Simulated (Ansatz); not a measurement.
# SrO (Fm-3m) in Ansatz: convergence with cutoff

Aim: find how far cutoff must go before the results for SrO settle, at PBEsol. This setting moves, with any that are tied to it; all else stays.

Program: Ansatz 0.2.0. These are calculated values, not measurements. Logs are shortened: lines on timing, memory, paths and dates and some standing lists are left out, and cuts for length are marked.

### 1 The structure

The structure is cubic, space group Fm-3m (No. 225). The conventional cell has a = 5.133 Å, b = 5.133 Å, c = 5.133 Å, α = 90.00°, β = 90.00°, γ = 90.00°. Sr (site symmetry m-3m) is surrounded by 6 O at 2.57 Å. O (site symmetry m-3m) is surrounded by 6 Sr at 2.57 Å.

### 2 With cutoff 80 eV

input.yaml reads:

```yaml
crystal:
  lattice:
    - [0.0, 2.5663, 2.5663]
    - [2.5663, 0.0, 2.5663]
    - [2.5663, 2.5663, 0.0]
  atoms:
    - { symbol: Sr, position: [0.5, 0.5, 0.5] }
    - { symbol: O, position: [0.0, 0.0, 0.0] }
kpoints:
  mp_grid: { grid: [9, 9, 9] }
scf:
  occupations: { method: fermi_dirac, width: 0.05 }
hamiltonian:
  xc: pbesol
  pseudopotentials: { kind: all_electron, lapw: { basis_error: 0.001 } }
output:
  forces: true
  stress: true
  eigenvalues: true
basis:
  ecutwfc: 80
```

Potentials or basis: all-electron LAPW, scalar-relativistic.

Command:

```sh
ansatz run input.yaml --threads 1 --pin off --max-ram 3072MiB --backend cpu --events-out ev --progress --plain --runs-dir out
```

The program printed:

```text
Warning: RAYON_NUM_THREADS=1 ignored (pool sized by the plan → 1); use --threads N
LAPW: plane waves up to 4.582 Å⁻¹, error target 1.0e-3 eV per atom; small_component_spin mean_spin; the cutoff is typed (target and bands ask for 217.1 eV, largest radius times wave number 6.1, largest estimated error of a free atom 4.0e-1 eV); O in spheres of 1.241 Å, 6 of its electrons in bands, Dirac shells []; Sr in spheres of 1.325 Å, 28 of its electrons in bands, Dirac shells [] (how accurate: hamiltonian.pseudopotentials.lapw.basis_error, Limitations)
Engine: ansatz 0.2.0, aarch64-unknown-linux-gnu
Pseudopotentials: kind: all_electron
Pseudopotential: Sr, LAPW, valence charge 28, lapw/all_electron/scalar/gaussian/Sr, Koelling and Harmon's equation, gaussian nucleus
Pseudopotential: O, LAPW, valence charge 6, lapw/all_electron/scalar/gaussian/O, Koelling and Harmon's equation, gaussian nucleus
Functional definition: PBEsol
  exchange = pbesol_x
  correlation = pbesol_c
Crystal: 2 atoms, lattice volume = 33.803 Å³
Basis set: ecut = 79.99999999999999 eV, 59 PW (Γ), exchange–correlation at level 2
Bands: 21, of which v1, the nominal top of the filled ones, is band 17 counted from 1 (16 counted from 0)
Symmetry: 48 space group operations
Space group: Fm-3m (ITA 225), of the structure as read, at distance tolerance 3.2e-5 Å
k-points: 35 of 729
Non-local potential: Sr, projectors of the file, none
Non-local potential: O, projectors of the file, none
Initial density: superposition of atomic densities (chi_scale 0.1, normalization cell, long waves kept (reshape's long-wave potential 0.00 eV rms))
Initial wavefunctions: plane waves of lowest kinetic energy (no species holds an atomic orbital)
Functional: x = pbesol(κ = 0.804, μ = 0.12345679012345678), c = pbesol(β = 0.046)
iter 1 solved again at ethr=7.31e-3 eV; its pass at ethr=1.00e-1 eV (dr2=2.49e0 eV) is discarded
SCF iter   1: F=—  HF=-88513.514054 eV  |F-HF|=—  |Δ(HF+E_count)|=         —  Δρ=6.77e-2  dr2=2.49e0  ethr=7.31e-3  ⟨swp⟩=2.0  Hψ=4465  notcnv=0
preconditioner: auto → none  [insulator: Δε(μ)=6.274 eV  Ē_g=17.252 eV  σ=0.050 eV  W_gap=1.00  n_scr=14 (ndim 8)  ℏωp=23.9 eV  f_vac=0.000  D(μ)=0.00/eV (n_scr^D=0)  ε∞_Penn≈2.9]
SCF iter   2: F=—  HF=-88512.909948 eV  |F-HF|=—  |Δ(HF+E_count)|=   6.04e-1  Δρ=3.72e-2  dr2=7.01e-1  ethr=7.31e-3  ⟨swp⟩=3.0  Hψ=2137  notcnv=0
SCF iter   3: F=—  HF=-88511.568594 eV  |F-HF|=—  |Δ(HF+E_count)|=    1.34e0  Δρ=1.77e-2  dr2=1.67e-1  ethr=2.06e-3  ⟨swp⟩=3.0  Hψ=2241  notcnv=0
SCF iter   4: F=—  HF=-88511.607144 eV  |F-HF|=—  |Δ(HF+E_count)|=         —  Δρ=1.57e-2  dr2=1.39e-1  ethr=4.91e-4  ⟨swp⟩=3.0  Hψ=2299  notcnv=0
the basis was enlarged: its passes take 81.2 KiB over the memory plan, 1 of 1 planned eigensolver slots
iter 5 solved again at ethr=3.32e-5 eV; its pass at ethr=4.07e-4 eV (dr2=1.13e-2 eV) is discarded
SCF iter   5: F=—  HF=-88511.540346 eV  |F-HF|=—  |Δ(HF+E_count)|=   6.68e-2  Δρ=4.50e-3  dr2=1.13e-2  ethr=3.32e-5  ⟨swp⟩=2.0  Hψ=3514  notcnv=0
SCF iter   6: F=—  HF=-88511.534208 eV  |F-HF|=—  |Δ(HF+E_count)|=   6.14e-3  Δρ=2.29e-4  dr2=3.02e-5  ethr=3.32e-5  ⟨swp⟩=2.0  Hψ=2009  notcnv=0
SCF iter   7: F=—  HF=-88511.534202 eV  |F-HF|=—  |Δ(HF+E_count)|=   6.06e-6  Δρ=6.24e-5  dr2=2.19e-6  ethr=8.89e-8  ⟨swp⟩=2.1  Hψ=2105  notcnv=0
SCF iter   8: F=-88511.534201 eV  HF=-88511.534201 eV  |F-HF|=8.76e-9  |Δ(HF+E_count)|=   1.35e-6  Δρ=5.43e-6  dr2=1.56e-8  ethr=6.44e-9  ⟨swp⟩=2.0  Hψ=2100  notcnv=0
SCF 1 converged in 8 iterations: F = -88511.534201 eV  dr2 = 1.56e-8
the basis misses lapw.basis_error, or isn't shown to meet it; the report's basis errors tell why
SCF converged after 8 iterations
Free energy (F): -88511.534201 eV
Harris-Foulkes:  -88511.534201 eV  (|F-HF|=8.76e-9)
Internal energy: -88511.534201 eV  (E = F + TS)
E sigma→0 (E₀):  -88511.534201 eV
Fermi energy:    10.972710 eV
--- Per-component energies (eV) ---
  E_band       = -3184.793834
  E_kinetic    = 91065.473217
  E_xc         = -3038.441796
  E_electrostatic = -176538.565622  (all electrons and nuclei)
  E_smearing   = -0.000000  (= −TS)
  E_closure    = 0.000000  (closes the sum)
  E_atoms      = -88499.320332  (free atoms, spherical and without spin; not in F)
  Σ components = -88511.534201   (vs F -88511.534201, Δ=0.00e0)
  Basis errors (estimates in eV, not in F): energy 2.1e-1 per atom: plane waves 2.1e-1 (1.7e-1 summed), levels above the bands 1.6e-61, relativity 1.5e-8, radial functions 3.7e-5, core shells 2.9e-8; eigenvalues (radial functions only) 1.8e-5; not estimated: angular momenta, meshes, grids; target (lapw.basis_error) 1.0e-3, missed at the typed basis.ecutwfc; muffin-tin radii O 1.241 Å, Sr 1.325 Å
--- Forces (eV/Å), atoms counted from 1 ---
  atom   1  Sr     0.00000000     0.00000000     0.00000000
  atom   2  O     -0.00000000     0.00000000     0.00000000
  max |Σ_I F_I| component: 1.42e-30 eV/Å
--- Stress (GPa, compression-positive) ---
        1.062809      -0.000000       0.000000
       -0.000000       1.062809       0.000000
        0.000000       0.000000       1.062809
  P = ⅓ Tr σ = 1.0628 GPa (10.628 kbar)
--- Band table (eV; the first three rows and the last of 35) ---
  k-point 0: bands = ["-314.7986", "-237.4000", "-237.4000", "-237.4000", "-109.6013", "-109.6013", "-109.6013", "-109.5968", "-109.5968", "-22.8801", "-5.6901", "-4.5036", "-4.5036", "-4.5036", "9.3076", "9.3076", "9.3076", "13.1859", "15.5303", "15.5303", "15.5303"]
  k-point 1: bands = ["-314.7986", "-237.4000", "-237.4000", "-237.4000", "-109.6013", "-109.6013", "-109.6013", "-109.5968", "-109.5968", "-22.8632", "-5.9856", "-4.5123", "-4.5123", "-4.2485", "8.9270", "9.1520", "9.1520", "13.7624", "15.3839", "15.7762", "15.7762"]
  k-point 2: bands = ["-314.7986", "-237.4000", "-237.4000", "-237.4000", "-109.6012", "-109.6012", "-109.6012", "-109.5968", "-109.5968", "-22.8194", "-6.4950", "-4.5332", "-4.5332", "-3.8314", "8.1917", "8.7933", "8.7933", "15.0426", "15.3083", "16.4645", "16.4645"]
  k-point 34: bands = ["-314.7986", "-237.4000", "-237.4000", "-237.4000", "-109.6011", "-109.6011", "-109.6010", "-109.5968", "-109.5967", "-22.6926", "-6.4267", "-5.1356", "-5.1248", "-3.9296", "8.1577", "8.7874", "8.9116", "14.8768", "15.9039", "18.0925", "20.4735"]
```

Wall time 2.6 s (1 thread of Arm Neoverse V2, shared host); peak memory 0.23 GiB.

Results:

| Item | Value |
| --- | --- |
| Free energy | -88511.5342 eV |
| Pressure | 1.1 GPa |
| Band gap on the k mesh | 3.28 eV, indirect (least direct gap 3.36 eV) |

### 3 With cutoff 110 eV

input.yaml: that of step 2 with these lines changed.

```diff
@@ -20,2 +20,2 @@
 basis:
-  ecutwfc: 80
+  ecutwfc: 110
```

Potentials or basis: all-electron LAPW, scalar-relativistic.

Command:

```sh
ansatz run input.yaml --threads 1 --pin off --max-ram 3072MiB --backend cpu --events-out ev --progress --plain --runs-dir out
```

Run time: 3 s. Hardware: 1 thread of Arm Neoverse V2, shared host; peak memory 0.23 GiB.

What came out:

```
Free energy            : -88511.8901 eV
Pressure               : -0.3 GPa
Band gap on the k mesh : 3.27 eV, indirect (least direct gap 3.35 eV)
```

### 4 With cutoff 140 eV

input.yaml: that of step 3 with these lines changed.

```diff
@@ -20,2 +20,2 @@
 basis:
-  ecutwfc: 110
+  ecutwfc: 140
```

Command:

```sh
ansatz run input.yaml --threads 1 --pin off --max-ram 3072MiB --backend cpu --events-out ev --progress --plain --runs-dir out
```

It took 3.2 s on 1 thread of Arm Neoverse V2, shared host; peak memory 0.24 GiB.

What came out:

* Free energy: -88511.9518 eV
* Pressure: -0.5 GPa
* Band gap on the k mesh: 3.26 eV, indirect (least direct gap 3.34 eV)

### 5 With cutoff 180 eV

input.yaml: that of step 4 with these lines changed.

```diff
@@ -20,2 +20,2 @@
 basis:
-  ecutwfc: 140
+  ecutwfc: 180
```

Command:

```sh
ansatz run input.yaml --threads 1 --pin off --max-ram 3072MiB --backend cpu --events-out ev --progress --plain --runs-dir out
```

Run time: 3.9 s. Hardware: 1 thread of Arm Neoverse V2, shared host; peak memory 0.24 GiB.

Results:

```yaml
Free_energy: -88511.9656 eV
Pressure: -0.5 GPa
Band_gap_on_the_k_mesh: 3.26 eV, indirect (least direct gap 3.34 eV)
```

### 6 With cutoff 230 eV

input.yaml: that of step 5 with these lines changed.

```diff
@@ -20,2 +20,2 @@
 basis:
-  ecutwfc: 180
+  ecutwfc: 230
```

Potentials or basis: all-electron LAPW, scalar-relativistic.

Command:

```sh
ansatz run input.yaml --threads 1 --pin off --max-ram 3072MiB --backend cpu --events-out ev --progress --plain --runs-dir out
```

Run time: 4.5 s. Hardware: 1 thread of Arm Neoverse V2, shared host; peak memory 0.26 GiB.

Results:

```
Free energy            : -88511.9680 eV
Pressure               : -0.5 GPa
Band gap on the k mesh : 3.26 eV, indirect (least direct gap 3.34 eV)
```

### 7 With cutoff 290 eV

input.yaml: that of step 6 with these lines changed.

```diff
@@ -20,2 +20,2 @@
 basis:
-  ecutwfc: 230
+  ecutwfc: 290
```

Command:

```sh
ansatz run input.yaml --threads 1 --pin off --max-ram 3072MiB --backend cpu --events-out ev --progress --plain --runs-dir out
```

Run time: 5.8 s. Hardware: 1 thread of Arm Neoverse V2, shared host; peak memory 0.28 GiB.

Results:

| Property | Result |
| --- | --- |
| Free energy | -88511.9684 eV |
| Pressure | -0.5 GPa |
| Band gap on the k mesh | 3.26 eV, indirect (least direct gap 3.34 eV) |

### 8 With cutoff 360 eV

input.yaml: that of step 7 with these lines changed.

```diff
@@ -20,2 +20,2 @@
 basis:
-  ecutwfc: 290
+  ecutwfc: 360
```

Command:

```sh
ansatz run input.yaml --threads 1 --pin off --max-ram 3072MiB --backend cpu --events-out ev --progress --plain --runs-dir out
```

It took 7.8 s on 1 thread of Arm Neoverse V2, shared host; peak memory 0.33 GiB.

What came out:

```yaml
Free_energy: -88511.9684 eV
Pressure: -0.5 GPa
Band_gap_on_the_k_mesh: 3.26 eV, indirect (least direct gap 3.34 eV)
```

### 9 With cutoff 450 eV

input.yaml: that of step 8 with these lines changed.

```diff
@@ -20,2 +20,2 @@
 basis:
-  ecutwfc: 360
+  ecutwfc: 450
```

Potentials or basis: all-electron LAPW, scalar-relativistic.

Command:

```sh
ansatz run input.yaml --threads 1 --pin off --max-ram 3072MiB --backend cpu --events-out ev --progress --plain --runs-dir out
```

Wall time 12 s (1 thread of Arm Neoverse V2, shared host); peak memory 0.4 GiB.

Results (log left out):

```yaml
Free_energy: -88511.9684 eV
Pressure: -0.5 GPa
Band_gap_on_the_k_mesh: 3.26 eV, indirect (least direct gap 3.34 eV)
```

### 10 With cutoff 560 eV

input.yaml: that of step 9 with these lines changed.

```diff
@@ -20,2 +20,2 @@
 basis:
-  ecutwfc: 450
+  ecutwfc: 560
```

Command:

```sh
ansatz run input.yaml --threads 1 --pin off --max-ram 3072MiB --backend cpu --events-out ev --progress --plain --runs-dir out
```

Run time: 18 s. Hardware: 1 thread of Arm Neoverse V2, shared host; peak memory 0.53 GiB.

The run converged. Its results:

| Property | Result |
| --- | --- |
| Free energy | -88511.9684 eV |
| Pressure | -0.5 GPa |
| Band gap on the k mesh | 3.26 eV, indirect (least direct gap 3.34 eV) |

### 11 Result

| cutoff | energy less the tightest run, at zero smearing (meV/atom) | pressure (GPa) | gap on the mesh (eV) | SCF cycles | CPU time (s) | peak memory (GiB) |
| --- | --- | --- | --- | --- | --- | --- |
| 80 eV | 217.09 | 1.06 | 3.284 | 8 | 2.6 | 0.23 |
| 110 eV | 39.16 | -0.33 | 3.266 | 8 | 3 | 0.23 |
| 140 eV | 8.31 | -0.51 | 3.260 | 8 | 3.2 | 0.24 |
| 180 eV | 1.39 | -0.54 | 3.257 | 8 | 3.9 | 0.24 |
| 230 eV | 0.17 | -0.55 | 3.257 | 8 | 4.5 | 0.26 |
| 290 eV | 0.00 | -0.55 | 3.257 | 8 | 5.8 | 0.28 |
| 360 eV | 0.00 | -0.55 | 3.257 | 8 | 7.8 | 0.33 |
| 450 eV | 0.00 | -0.55 | 3.257 | 8 | 12 | 0.4 |
| 560 eV | 0.00 | -0.55 | 3.257 | 8 | 18 | 0.53 |

Against the tightest run, the energy stays within 1 meV/atom from 230 eV on; the pressure stays within 0.1 GPa from 140 eV on; the gap on the mesh stays within 0.01 eV from 110 eV on. The tightest run that finished is the yardstick and may itself not be fully converged.

Caveats: an odd mesh through Γ misses points on the zone boundary, where band edges often lie.
